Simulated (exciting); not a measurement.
Here is an exciting (release sodium) calculation.

The input input.xml:

```xml
<input>
  <title>Sn</title>
  <structure speciespath="./" tshift="false">
    <crystal scale="1">
      <basevect>-3.834612241781 3.834612241781 3.138381539080</basevect>
      <basevect>3.834612241781 -3.834612241781 3.138381539080</basevect>
      <basevect>3.834612241781 3.834612241781 -3.138381539080</basevect>
    </crystal>
    <species speciesfile="Sn.xml" rmt="2.3">
      <atom coord="0.000000000000 0.000000000000 0.000000000000"/>
    </species>
  </structure>
  <groundstate do="fromscratch" ngridk="10 10 10" rgkmax="9" gmaxvr="14" lmaxapw="10" lmaxmat="10" lmaxvr="8" xctype="GGA_PBE_SOL" stype="Gaussian" swidth="0.00183747" nempty="8" ValenceRelativity="iora*" epsengy="1e-05" epspot="1e-05" maxscl="60" tforce="true" outputlevel="low"/>
</input>
```

Potentials or basis: all-electron LAPW+lo, shipped species files, valence relativity iora*.

Launch:

```sh
$ OMP_NUM_THREADS=1 exciting_smp
```

(1) Predict the band gap on the k mesh.

Answers

(1) none (metal or under the smearing width).
